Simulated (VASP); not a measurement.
Input of a VASP 6.6.1 run:

INCAR

```
PREC     = Accurate       # precision mode
ENCUT    = 520            # plane-wave cutoff, eV
EDIFF    = 1E-7           # SCF threshold, eV
ISMEAR   = -1             # smearing method
SIGMA    = 0.02           # smearing width, eV
LREAL    = Auto         
LASPH    = T              # aspherical terms in the spheres
NELM     = 60             # most SCF steps
ALGO     = Normal         # electronic algorithm
ISIF     = 2              # what is computed and relaxed
LWAVE    = F              # write WAVECAR
LCHARG   = F              # write CHGCAR
GGA      = PE             # functional
IVDW     = 12             # dispersion correction
NBANDS   = 46             # bands
```

Contents of KPOINTS:

```
Automatic mesh
0
Gamma
  1 1 1
```

The input POSCAR:

```
HF
1.0
    6.4792240000      0.0000000000      0.0000000000
    0.0000000000      6.4792240000      0.0000000000
    0.0000000000      0.0000000000      6.4792240000
F H
8 8
Direct
    0.7084202737      0.3466124663      0.4871566472
    0.9217343755      0.8041754857      0.2043012902
    0.1493636727      0.5345889246      1.0539731071
    0.5422969034      0.9091486046      0.7711278957
    0.1402421533      0.2482918057      0.7993426373
    0.7195872016      0.5499789041      0.8170434552
    0.1183265650      0.6483367355      0.4924207140
    0.3070246763      0.3328502954      0.4485861353
    0.5660331265      0.3255049532      0.4534406066
    0.9809811601      0.7092708476      0.1056375460
    0.1421066599      0.4264555335      0.9500614256
    0.6081859120      0.7781979004      0.7891932702
    0.2101474438      0.2666692309      0.6695687089
    0.7218273512      0.4668302340      0.6931341999
    0.0332447981      0.7200371690      0.3884372335
    0.2346986269      0.4669726095      0.4378903273
```

Potentials or basis: VASP PAW PBE potentials, release 64 (F, H).

Launch:

```bash
$ cat potpaw_PBE.64/F/POTCAR potpaw_PBE.64/H/POTCAR > POTCAR
$ mpirun -np 1 vasp_gam > vasp.out
```

Q: What does it give for the dispersion energy per atom?

A: -0.019 eV.

Q: Predict the band gap on the k mesh.

A: 6.43 eV, direct.

Forces on the atoms (eV/Å):
```
F    0.115  0.023  0.029
F   -0.038  0.039  0.273
F   -0.014  0.173  0.067
F   -0.007 -0.022 -0.052
F   -0.115 -0.019  0.156
F    0.025  0.170  0.194
F    0.001  0.060  0.108
F    0.270 -0.356  0.121
H   -0.200 -0.006 -0.018
H    0.176 -0.213 -0.201
H   -0.041 -0.154 -0.143
H   -0.032  0.058  0.022
H    0.107 -0.070 -0.156
H    0.019 -0.122 -0.177
H   -0.046  0.038 -0.198
H   -0.222  0.401 -0.027
```

As with any semilocal functional, this PBE gap is likely too small.
